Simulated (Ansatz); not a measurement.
## Eu (fcc)

Computed with Ansatz (plane waves, PAW, 420 eV cutoff): HSE06, scalar-relativistic, collinear spin, Γ-centred 6×6×6 mesh, 0.05 eV Gaussian smearing. The datasets are Ansatz's generated set soft_2.

```xyz
1
Lattice="0.0000 2.9768 2.9768 2.9768 0.0000 2.9768 2.9768 2.9768 0.0000" Properties=species:S:1:pos:R:3 pbc="T T T"
Eu    0.0000    0.0000    0.0000
```

At room temperature and ambient pressure Eu is bcc.

Magnetic state: ferromagnetic, site spin moments Eu 7.20 μB.

At this volume the pressure is -0.05 GPa.

Path: Γ–X–U | K–Γ–L–W–X, with Γ = (0.000, 0.000, 0.000), X = (0.500, 0.000, 0.500), U = (0.625, 0.250, 0.625), K = (0.375, 0.375, 0.750), L = (0.500, 0.500, 0.500), W = (0.500, 0.250, 0.750) in reciprocal vectors of the calculation's cell.

Q: Is it a metal or an insulator, and if it has a gap, where are the band edges on this path?

A: A metal: bands cross the Fermi level.

Levels between -3 and 3 eV from the Fermi level at the path's named points:
```tsv
point	spin	below E_F (eV)	above E_F (eV)
Γ	up	-2.23 -2.18 -2.18 -2.18 -2.09 -2.09 -2.09	2.35 2.35 2.35
Γ	down		
X	up	-2.18 -2.18 -2.18 -2.16 -2.12 -2.12 -2.10 -1.24	0.13 1.29
X	down	-0.22	0.97 2.07
U and K	up	-2.20 -2.18 -2.16 -2.16 -2.16 -2.11 -2.10 -0.54	0.05 0.91
U and K	down		0.48 0.90 1.74
L	up	-2.23 -2.19 -2.19 -2.13 -2.11 -2.11 -2.09 -1.58 -0.08	2.13 2.13
L	down	-0.80	0.94
W	up	-2.20 -2.18 -2.18 -2.15 -2.14 -2.14 -2.10 -0.36	0.57 0.57 2.38
W	down		0.70 1.43 1.43
```

Spin–orbit coupling, which matters for such heavy elements, is left out. The run wasn't fully tested for a lower electronic state. Pressures of hybrids are less tightly converged. For a metal under a hybrid functional this mesh is coarse. Site moments are of spin, integrated over atomic spheres. Only parallel moments were tried, so the real magnetic order may be another.
